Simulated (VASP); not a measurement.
# Ga2O3 (R-3c) in VASP: notebook

Aim: see how the results for Ga2O3 move with the level of theory and the settings. Levels: LDA, PBE, r2SCAN. Tasks: band structure.

All numbers are computed with VASP 6.6.1; they aren't measurements. Logs are shortened: lines on timing, memory, paths and dates and some standing lists are left out, and cuts for length are marked.

## Step 1: The structure

Symmetry: R-3c, No. 167, trigonal system. The conventional cell has a = 5.063 Å, b = 5.063 Å, c = 13.635 Å, α = 90.00°, β = 90.00°, γ = 120.00°. Ga (site symmetry 3) has 6 O at 1.95 to 2.11 Å as nearest neighbours. O (site symmetry 2) is surrounded by 4 Ga at 1.95 to 2.11 Å.

The cell is a database's computed one.

## Step 2: Band structure, LDA

File INCAR:

```
SYSTEM = Ga2O3
PREC     = Accurate       ! precision mode
ENCUT    = 450            ! plane-wave cutoff, eV
EDIFF    = 1E-6           ! SCF threshold, eV
ISMEAR   = 0              ! smearing method
SIGMA    = 0.02           ! smearing width, eV
LREAL    = .False.        ! projectors in reciprocal space
LASPH    = .True.         ! aspherical terms in the spheres
NELM     = 120            ! most SCF steps
ALGO     = Fast           ! electronic algorithm
ISIF     = 2              ! what is computed and relaxed
LWAVE    = .False.        ! write WAVECAR
LCHARG   = .False.        ! write CHGCAR
GGA      = CA             ! functional
KPAR     = 4
```

File KPOINTS:

```
regular mesh
0
Gamma
  8 8 8
  0 0 0
```

File POSCAR:

```
Ga2O3                                   
1.0
    2.5316102208      1.4616258880      4.5448809701
   -2.5316102208      1.4616258880      4.5448809701
    0.0000000000     -2.9232516734      4.5448809696
  Ga              O             
     4     6
Direct
     0.8559097183966540    0.8559097183966540    0.8559097183965545
     0.6440902816033460    0.6440902816033460    0.6440902816034455
     0.1440902816033461    0.1440902816033461    0.1440902816034456
     0.3559097183966539    0.3559097183966539    0.3559097183965545
     0.7499999999999858    0.4468929668614267    0.0531070331385804
     0.4468929668614410    0.0531070331385590    0.7500000000000000
     0.0531070331385733    0.7500000000000142    0.4468929668614196
     0.2500000000000143    0.5531070331385733    0.9468929668614195
     0.9468929668614267    0.2499999999999858    0.5531070331385805
     0.5531070331385591    0.9468929668614409    0.2500000000000000
```

File KPOINTS_OPT:

```
path GLB1,BZGX,QFP1Z,LP
10
line-mode
reciprocal
 0.0000000000  0.0000000000  0.0000000000  G
 0.5000000000  0.0000000000  0.0000000000  L

 0.5000000000  0.0000000000  0.0000000000  L
 0.5000000000  0.2356861100 -0.2356861100  B1

 0.7643138900  0.5000000000  0.2356861100  B
 0.5000000000  0.5000000000  0.5000000000  Z

 0.5000000000  0.5000000000  0.5000000000  Z
 0.0000000000  0.0000000000  0.0000000000  G

 0.0000000000  0.0000000000  0.0000000000  G
 0.3678430550  0.0000000000 -0.3678430550  X

 0.6321569450  0.3678430550  0.0000000000  Q
 0.5000000000  0.5000000000  0.0000000000  F

 0.5000000000  0.5000000000  0.0000000000  F
 0.6321569450  0.6321569450  0.2356861100  P1

 0.6321569450  0.6321569450  0.2356861100  P1
 0.5000000000  0.5000000000  0.5000000000  Z

 0.5000000000  0.0000000000  0.0000000000  L
 0.7643138900  0.3678430550  0.3678430550  P
```

Potentials or basis: VASP PAW LDA potentials, release 64 (Ga_d, O).

Command:

```bash
cat potpaw_LDA.64/Ga_d/POTCAR potpaw_LDA.64/O/POTCAR > POTCAR
mpirun -np 4 vasp_std > vasp.out
```

OUTCAR:

```text
SYSTEM = Ga2O3
   PREC = Accurate
   ENCUT = 450
   EDIFF = 1E-6
   ISMEAR = 0
   LREAL = .False.
   LASPH = .True.
   NELM = 120
   ISIF = 2
   GGA = CA

 ion  position               nearest neighbor table
   1  0.856  0.856  0.856-   8 1.95  10 1.95   9 1.95   7 2.11   6 2.11   5 2.11   2 2.89
   2  0.644  0.644  0.644-   9 1.95  10 1.95   8 1.95   5 2.11   6 2.11   7 2.11   1 2.89
   3  0.144  0.144  0.144-   5 1.95   6 1.95   7 1.95   9 2.11  10 2.11   8 2.11   4 2.89
   4  0.356  0.356  0.356-   7 1.95   6 1.95   5 1.95   8 2.11  10 2.11   9 2.11   3 2.89
   5  0.750  0.447  0.053-   3 1.95   4 1.95   2 2.11   1 2.11
   6  0.447  0.053  0.750-   3 1.95   4 1.95   1 2.11   2 2.11
   7  0.053  0.750  0.447-   4 1.95   3 1.95   1 2.11   2 2.11
   8  0.250  0.553  0.947-   1 1.95   2 1.95   4 2.11   3 2.11
   9  0.947  0.250  0.553-   2 1.95   1 1.95   3 2.11   4 2.11
  10  0.553  0.947  0.250-   1 1.95   2 1.95   3 2.11   4 2.11

  LATTYP: Found a trigonal (rhomboedric) cell.
 ALAT       =     5.4038267532
 COS(alpha) =     0.5610441424

  Lattice vectors:

 A1 = (   2.5316102208,   1.4616258880,   4.5448809701)
 A2 = (  -2.5316102208,   1.4616258880,   4.5448809701)
 A3 = (   0.0000000000,  -2.9232516734,   4.5448809696)

Analysis of symmetry for initial positions (statically):
=====================================================================
 Subroutine PRICEL returns:
 Original cell was already a primitive cell.

 Routine SETGRP: Setting up the symmetry group for a
 trigonal (rhombohedral) supercell.

 Subroutine GETGRP returns: Found 12 space group operations
 (whereof  6 operations were pure point group operations)
 out of a pool of 12 trial point group operations.

The static configuration has the point symmetry S_6 .
 The point group associated with its full space group is D_3d.

Analysis of symmetry for dynamics (positions and initial velocities):
=====================================================================
 Subroutine PRICEL returns:
 Original cell was already a primitive cell.

 Routine SETGRP: Setting up the symmetry group for a
 trigonal (rhombohedral) supercell.

 Subroutine GETGRP returns: Found 12 space group operations
 (whereof  6 operations were pure point group operations)
 out of a pool of 12 trial point group operations.

The dynamic configuration has the point symmetry S_6 .
 The point group associated with its full space group is D_3d.

 Subroutine INISYM returns: Found 12 space group operations
 (whereof  6 operations are pure point group operations),
 and found     1 'primitive' translations

----------------------------------------------------------------------------------------

                                     Primitive cell

  volume of cell :     100.9036

  direct lattice vectors                    reciprocal lattice vectors
     2.531610221  1.461625888  4.544880970     0.197502758  0.114028269  0.073342587
    -2.531610221  1.461625888  4.544880970    -0.197502758  0.114028269  0.073342587
     0.000000000 -2.923251673  4.544880970     0.000000000 -0.228056539  0.073342590

  length of vectors
     5.403826753  5.403826753  5.403826734     0.239559848  0.239559848  0.239559847

  position of ions in fractional coordinates (direct lattice)
     0.855909718  0.855909718  0.855909718
     0.644090282  0.644090282  0.644090282
     0.144090282  0.144090282  0.144090282
     0.355909718  0.355909718  0.355909718
     0.750000000  0.446892967  0.053107033
     0.446892967  0.053107033  0.750000000
     0.053107033  0.750000000  0.446892967
     0.250000000  0.553107033  0.946892967
     0.946892967  0.250000000  0.553107033
     0.553107033  0.946892967  0.250000000

  ion indices of the primitive-cell ions
   primitive index   ion index
                 1           1
                 2           2
                 3           3
                 4           4
                 5           5
                 6           6
                 7           7
                 8           8
                 9           9
                10          10

----------------------------------------------------------------------------------------

 KPOINTS: regular mesh

Automatic generation of k-mesh.
 Grid dimensions read from file:
 generate k-points for:    8    8    8

 Generating k-lattice:

  Cartesian coordinates                     Fractional coordinates (reciprocal lattice)
     0.024687845  0.014253534  0.009167823     0.125000000  0.000000000  0.000000000
    -0.024687845  0.014253534  0.009167823     0.000000000  0.125000000  0.000000000
     0.000000000 -0.028507067  0.009167824     0.000000000  0.000000000  0.125000000

  Length of vectors
     0.029944981  0.029944981  0.029944981

  Shift w.r.t. Gamma in fractional coordinates (k-lattice)
     0.000000000  0.000000000  0.000000000

 Subroutine IBZKPT returns following result:
 ===========================================

 Found     65 irreducible k-points:

 Following reciprocal coordinates:
            Coordinates               Weight
  0.000000  0.000000  0.000000      1.000000
  0.125000  0.000000 -0.000000      6.000000
  0.250000  0.000000 -0.000000      6.000000
  0.375000  0.000000 -0.000000      6.000000
  0.500000  0.000000 -0.000000      3.000000
  0.125000  0.125000 -0.000000      6.000000
[... 16 lines left out ...]
  0.250000  0.125000  0.125000      6.000000
  0.375000  0.125000  0.125000      6.000000
 [... further k-points ...]
   k-points           NKPTS =     65   k-points in BZ     NKDIM =     65   number of bands    NBANDS=     52
   number of dos      NEDOS =    301   number of ions     NIONS =     10
   total plane-waves  NPLWV =  64000
   dimension x,y,z NGX =    40 NGY =   40 NGZ =   40
   dimension x,y,z NGXF=    80 NGYF=   80 NGZF=   80
   ions per type =               4   6
   NGX,Y,Z   is equivalent  to a cutoff of  12.31, 12.31, 12.31 a.u.
   NGXF,Y,Z  is equivalent  to a cutoff of  24.61, 24.61, 24.61 a.u.
 SYSTEM =  Ga2O3
   PREC   = accura    normal or accurate (medium, high low for compatibility)
   ISTART =      0    job   : 0-new  1-cont  2-samecut
   ICHARG =      2    charge: 1-file 2-atom 10-const
   ISPIN  =      1    spin polarized calculation?
   LNONCOLLINEAR =      F non collinear calculations
   LSORBIT =      F    spin-orbit coupling
   LASPH  =      T    aspherical Exc in radial PAW
   ENCUT  =  450.0 eV  33.07 Ry    5.75 a.u.   9.35  9.35  9.35*2*pi/ulx,y,z
   NELM   =    120;   NELMIN=  2; NELMDL= -5     # of ELM steps
   EDIFF  = 0.1E-05   stopping-criterion for ELM
   LREAL  =      F    real-space projection
   EDIFFG = 0.1E-04   stopping-criterion for IOM
   NSW    =      0    number of steps for IOM
   IBRION =     -1    ionic relax: 0-MD 1-quasi-New 2-CG
   NFREE  =      0    steps in history (QN), initial steepest desc. (CG)
   ISIF   =      2    stress and relaxation
   ISYM   =      2    0-nonsym 1-usesym 2-fastsym
   POTIM  = 0.5000    time-step for ionic-motion
   TEBEG  =    0.0;   TEEND  =   0.0 temperature during run
   PSTRESS=    0.0 pullay stress
   NELECT =      88.0000    total number of electrons
   NUPDOWN=      -1.0000    fix difference up-down
   EMIN   =  10.00;   EMAX   =-10.00  energy-range for DOS
   EFERMI =   0.00;   METHOD = LEGACY
   ISMEAR =     0;   SIGMA  =   0.02  broadening in eV -4-tet -1-fermi 0-gaus
   EFERMI_NEDOS =   21; number of points for ismear=-14 and -15
   IALGO  =     68    algorithm
   IMIX   =      4    mixing-type and parameters
     AMIX     =   0.40;   BMIX     =  1.00
     AMIX_MAG =   1.60;   BMIX_MAG =  1.00
  volume/ion in A,a.u.               =      10.09        68.09
  Fermi-wavevector in a.u.,A,eV,Ry     =   1.564108  2.955736 33.285760  2.446434
  Thomas-Fermi vector in A             =   2.666781
   LORBIT       =      0    0 simple, 1 ext, 2 COOP (PROOUT), +10 PAW based schemes
   GGA     = CA    functional components
   LHFCALC =     F    Hartree Fock is set to
   AEXX    =    0.0000 exact exchange contribution
   IVDW    =     0    specifies the selected vdW correction
   LEPSILON=     F    determine dielectric tensor
   LRPA    =     F    only Hartree local field effects (RPA)
 non-spin polarized calculation
 RMM-DIIS sequential band-by-band and
 Gauss-broadening in eV      SIGMA  =   0.02
  energy-cutoff  :      450.00
  volume of cell :      100.90
 maximum number of plane-waves:      2205
 NGX is ok and might be reduce to    40
   NGX = 19   NGY = 19   NGZ = 19

 number of electron      88.0000006 magnetization

 Free energy of the ion-electron system (eV)
  ---------------------------------------------------
  ext. energy  EPLUGINS =         0.00000000
  ---------------------------------------------------
  free energy    TOTEN  =       -68.04957431 eV

  energy without entropy =      -68.04957431  energy(sigma->0) =      -68.04957431

 E-fermi :   3.8962     XC(G=0): -12.5037

 val. band max:        3.7696845188   @ k =  -0.1250   0.1250   0.0000
 cond. band min:       6.0999583801   @ k =   0.0000   0.0000   0.0000
 fundamental gap:      2.3302738613
 Fermi energy:         3.8962049156

 k-point     1 :       0.0000    0.0000    0.0000
  band No.  band energies     occupation
      1     -14.6612      2.00000
      2     -12.7591      2.00000
      3     -12.7591      2.00000
      4     -12.7000      2.00000
      5     -12.6897      2.00000
      6     -12.6897      2.00000
[... 44 lines left out ...]
     51      13.6976      0.00000
     52      14.3181      0.00000

 k-point     2 :       0.1250    0.0000   -0.0000
  band No.  band energies     occupation
      1     -14.5922      2.00000
      2     -12.8038      2.00000
      3     -12.7594      2.00000
      4     -12.7580      2.00000
      5     -12.6993      2.00000
      6     -12.6744      2.00000
[... 44 lines left out ...]
     51      14.0360      0.00000
     52      14.1645      0.00000

 k-point     3 :       0.2500    0.0000   -0.0000
  band No.  band energies     occupation
      1     -14.3924      2.00000
      2     -13.0152      2.00000
      3     -12.7819      2.00000
      4     -12.7646      2.00000
      5     -12.7178      2.00000
      6     -12.6848      2.00000
[... 44 lines left out ...]
     51      14.3542      0.00000
     52      14.9885      0.00000
[... 1046 lines left out ...]
 k-point    23 :       0.2500    0.1250    0.1250
  band No.  band energies     occupation
      1     -14.4957      2.00000
      2     -12.9062      2.00000
      3     -12.7581      2.00000
      4     -12.7535      2.00000
      5     -12.7336      2.00000
      6     -12.6954      2.00000
[... 44 lines left out ...]
     51      13.9091      0.00000
     52      14.3291      0.00000

 k-point    24 :       0.3750    0.1250    0.1250
  band No.  band energies     occupation
      1     -14.2672      2.00000
      2     -13.1155      2.00000
      3     -12.7989      2.00000
      4     -12.7693      2.00000
      5     -12.7626      2.00000
      6     -12.6946      2.00000
[... 44 lines left out ...]
     51      13.8477      0.00000
     52      15.1778      0.00000

 [... further k-points ...]
[... 5 lines left out ...]
  --------------------------------------------------------------------------------------
  -------------------------------------------------------------------------------------
  Total       -9.0884270     -9.0884271     -8.6128578     -0.0000000     -0.0000001      0.0000000
  in kB     -144.3086902   -144.3086925   -136.7574635     -0.0000000     -0.0000010      0.0000000
  external PRESSURE =    -141.7916154 kB  Pullay stress =       0.0000000 kB

 VOLUME and BASIS-vectors are now :
 -----------------------------------------------------------------------------
  energy-cutoff  :      450.00
  volume of cell :      100.90
      direct lattice vectors                 reciprocal lattice vectors
     2.531610221  1.461625888  4.544880970     0.197502758  0.114028269  0.073342587
    -2.531610221  1.461625888  4.544880970    -0.197502758  0.114028269  0.073342587
     0.000000000 -2.923251673  4.544880970     0.000000000 -0.228056539  0.073342590

 POSITION                                       TOTAL-FORCE (eV/Angst)
 -----------------------------------------------------------------------------------
      0.00000      0.00000     11.67002        -0.000000     -0.000000     -0.064985
      0.00000      0.00000      8.78194        -0.000000      0.000000      0.064985
      0.00000      0.00000      1.96462        -0.000000      0.000000      0.064985
      0.00000      0.00000      4.85270        -0.000000     -0.000000     -0.064985
      0.76735      1.59416      5.68110        -0.032878      0.056947      0.000000
      0.99691     -1.46163      5.68110         0.065756      0.000000      0.000000
     -1.76426     -0.13254      5.68110        -0.032878     -0.056947     -0.000000
     -0.76735     -1.59416      7.95354         0.032878     -0.056947     -0.000000
      1.76426      0.13254      7.95354         0.032878      0.056947      0.000000
     -0.99691      1.46163      7.95354        -0.065756      0.000000      0.000000
 -----------------------------------------------------------------------------------
    total drift:                               -0.000000      0.000000     -0.000000

  FREE ENERGIE OF THE ION-ELECTRON SYSTEM (eV)
  ---------------------------------------------------
  free  energy   TOTEN  =       -68.0495743113 eV

  energy  without entropy=      -68.0495743113  energy(sigma->0) =      -68.04957431
```

It took 4.5 min on 4 MPI ranks of AMD EPYC 7R13 (Zen 3), shared host; peak memory 0.43 GiB.

What came out:

```
Free energy             : -68.0496 eV
Largest force           : 0.066 eV/Å
Band gap on the k mesh  : 2.33 eV, indirect (least direct gap 2.55 eV)
Band gap along the path : 2.31 eV, indirect (least direct gap 2.55 eV)
```

Forces on the atoms (eV/Å):
```
Ga   0.000  0.000 -0.065
Ga   0.000  0.000  0.065
Ga   0.000  0.000  0.065
Ga   0.000  0.000 -0.065
O   -0.033  0.057  0.000
O    0.066  0.000  0.000
O   -0.033 -0.057  0.000
O    0.033 -0.057  0.000
O    0.033  0.057  0.000
O   -0.066  0.000  0.000
```

Levels at the corners of the path, in eV from the valence-band top:
| point | band 41 | band 42 | band 43 | band 44 | band 45 | band 46 | band 47 | band 48 |
| --- | --- | --- | --- | --- | --- | --- | --- | --- |
| Γ | -0.33 | -0.33 | -0.24 | -0.24 | 2.31 | 6.09 | 6.36 | 8.28 |
| L | -0.94 | -0.94 | -0.15 | -0.15 | 5.86 | 5.86 | 6.19 | 6.19 |
| L | -0.94 | -0.94 | -0.15 | -0.15 | 5.86 | 5.86 | 6.19 | 6.19 |
| B1 | -0.56 | -0.56 | -0.34 | -0.34 | 6.13 | 6.13 | 6.67 | 6.67 |
| B | -0.56 | -0.56 | -0.34 | -0.34 | 6.13 | 6.13 | 6.67 | 6.67 |
| Z | -0.30 | -0.30 | -0.30 | -0.30 | 5.35 | 5.35 | 7.24 | 7.24 |
| Z | -0.30 | -0.30 | -0.30 | -0.30 | 5.35 | 5.35 | 7.24 | 7.24 |
| Γ | -0.33 | -0.33 | -0.24 | -0.24 | 2.31 | 6.09 | 6.36 | 8.28 |
| Γ | -0.33 | -0.33 | -0.24 | -0.24 | 2.31 | 6.09 | 6.36 | 8.28 |
| X | -0.60 | -0.50 | -0.49 | -0.18 | 5.94 | 6.05 | 6.62 | 6.62 |
| Q | -0.60 | -0.50 | -0.49 | -0.18 | 5.94 | 6.05 | 6.62 | 6.62 |
| F | -0.84 | -0.72 | -0.26 | -0.15 | 5.98 | 6.17 | 7.02 | 7.09 |
| F | -0.84 | -0.72 | -0.26 | -0.15 | 5.98 | 6.17 | 7.02 | 7.09 |
| P1 | -0.71 | -0.60 | -0.49 | -0.31 | 6.00 | 6.49 | 6.58 | 6.98 |
| P1 | -0.71 | -0.60 | -0.49 | -0.31 | 6.00 | 6.49 | 6.58 | 6.98 |
| Z | -0.30 | -0.30 | -0.30 | -0.30 | 5.35 | 5.35 | 7.24 | 7.24 |
| L | -0.94 | -0.94 | -0.15 | -0.15 | 5.86 | 5.86 | 6.19 | 6.19 |
| P | -0.71 | -0.60 | -0.49 | -0.31 | 6.00 | 6.49 | 6.58 | 6.98 |

Caveat: the cutoff is under 1.25 times the usual one of these potentials, so pressure, stress and relaxed cells hold a basis-set (Pulay) error. Expect the measured gap to be larger: semilocal functionals such as LDA lack the derivative discontinuity.

(Part 1 of 3 ends here.)
